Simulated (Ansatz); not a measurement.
Structure: COD 9003114, as refined from experiment and not relaxed. The listed cell was then made from it by scaling, straining or moving an atom.

An input for KCl: DFT, LDA, all-electron LAPW, scalar-relativistic (Ansatz 0.2.0).

Command: `ansatz run input.yaml --threads 1 --pin off --max-ram 3072MiB --backend cpu --events-out ev --progress --plain --runs-dir out` The run took 5.1 s on 1 thread of Intel(R) Xeon(R) Platinum 8488C (Sapphire Rapids), with other jobs on the host, peak memory 0.3 GiB.

```yaml
crystal:
  lattice:
    - [0.0, 3.061417, 3.1561]
    - [3.061417, 0.0, 3.1561]
    - [3.061417, 3.061417, 0.0]
  atoms:
    - { symbol: K, position: [0.0, 0.0, 0.0] }
    - { symbol: Cl, position: [0.5, 0.5, 0.5] }
kpoints:
  mp_grid: { grid: [7, 7, 7] }
  band_path:
    path:
      - [0.0, 0.0, 0.0]
      - [0.0, 0.5, 0.5]
      - [0.25, 0.75, 0.5]
      - [0.0, 0.5, 0.0]
      - [0.0, 0.0, 0.0]
      - [0.5, 0.5, 0.0]
      - [0.3676125, 0.6323875, 0.0]
      - [-0.3676125, 0.3676125, 0.0]
      - [0.0, 0.0, 0.0]
    npoints: 5
scf:
  occupations: { method: fermi_dirac, width: 0.03 }
hamiltonian:
  xc: lda
  pseudopotentials: { kind: all_electron, lapw: { basis_error: 0.001 } }
output:
  forces: true
  stress: true
  eigenvalues: true
```

Set-up and iterations as logged by Ansatz (the results part is left out, to be predicted):

```
LAPW: plane waves up to 6.228 Å⁻¹, error target 1.0e-3 eV per atom; small_component_spin mean_spin; Cl in spheres of 1.505 Å, 15 of its electrons in bands, Dirac shells []; K in spheres of 1.557 Å, 9 of its electrons in bands, Dirac shells []
Engine: ansatz 0.2.0
Pseudopotentials: kind: all_electron
Pseudopotential: K, LAPW, valence charge 9, Koelling and Harmon's equation, gaussian nucleus
Pseudopotential: Cl, LAPW, valence charge 15, Koelling and Harmon's equation, gaussian nucleus
Functional definition: SPW92
  exchange = slater_x
  correlation = pw_c
Crystal: 2 atoms, lattice volume = 59.160 Å³
Basis set: ecut = 147.80465464257693 eV, 259 PW (Γ), exchange–correlation at level 2
Bands: 16, of which v1, the nominal top of the filled ones, is band 12 counted from 1 (11 counted from 0)
Symmetry: 16 space group operations
Space group: I4/mmm (ITA 139), of the structure as read, at distance tolerance 3.9e-5 Å
k-points: 40 of 343
Non-local potential: K, projectors of the file, none
Non-local potential: Cl, projectors of the file, none
Initial density: superposition of atomic densities (chi_scale 0.1, normalization cell, long waves kept (reshape's long-wave potential 0.00 eV rms))
Initial wavefunctions: plane waves of lowest kinetic energy (no species holds an atomic orbital)
Functional: x = slater, c = lda
iter 1 solved again at ethr=1.87e-3 eV; its pass at ethr=1.00e-1 eV (dr2=4.50e-1 eV) is discarded
SCF iter   1: F=—  HF=-28870.096500 eV  |F-HF|=—  |Δ(HF+E_count)|=         —  Δρ=1.82e-2  dr2=4.49e-1  ethr=1.87e-3  ⟨swp⟩=2.0  Hψ=4303  notcnv=0
iter 2 solved again at ethr=5.13e-5 eV; its pass at ethr=1.87e-3 eV (dr2=1.23e-2 eV) is discarded
SCF iter   2: F=—  HF=-28869.830041 eV  |F-HF|=—  |Δ(HF+E_count)|=   2.66e-1  Δρ=3.40e-3  dr2=1.23e-2  ethr=5.13e-5  ⟨swp⟩=2.0  Hψ=3578  notcnv=0
SCF iter   3: F=—  HF=-28869.817766 eV  |F-HF|=—  |Δ(HF+E_count)|=   1.23e-2  Δρ=2.66e-3  dr2=9.38e-3  ethr=5.12e-5  ⟨swp⟩=2.1  Hψ=2124  notcnv=0
SCF iter   4: F=—  HF=-28869.817790 eV  |F-HF|=—  |Δ(HF+E_count)|=   2.45e-5  Δρ=1.11e-3  dr2=1.64e-3  ethr=3.91e-5  ⟨swp⟩=2.0  Hψ=2048  notcnv=0
SCF iter   5: F=—  HF=-28869.817759 eV  |F-HF|=—  |Δ(HF+E_count)|=   3.13e-5  Δρ=2.37e-4  dr2=7.33e-5  ethr=6.85e-6  ⟨swp⟩=2.0  Hψ=2016  notcnv=0
SCF iter   6: F=—  HF=-28869.817764 eV  |F-HF|=—  |Δ(HF+E_count)|=   4.83e-6  Δρ=2.78e-5  dr2=1.01e-6  ethr=3.05e-7  ⟨swp⟩=2.0  Hψ=1961  notcnv=0
SCF iter   7: F=-28869.817764 eV  HF=-28869.817764 eV  |F-HF|=3.04e-9  |Δ(HF+E_count)|=   6.55e-8  Δρ=1.66e-6  dr2=3.64e-9  ethr=4.22e-9  ⟨swp⟩=2.0  Hψ=1960  notcnv=0
```

**Question.** What pressure will this run report?

**Answer.** -1.07 GPa (positive in compression).

**Question.** Is there a band gap?

**Answer.** 4.91 eV, direct at Γ.
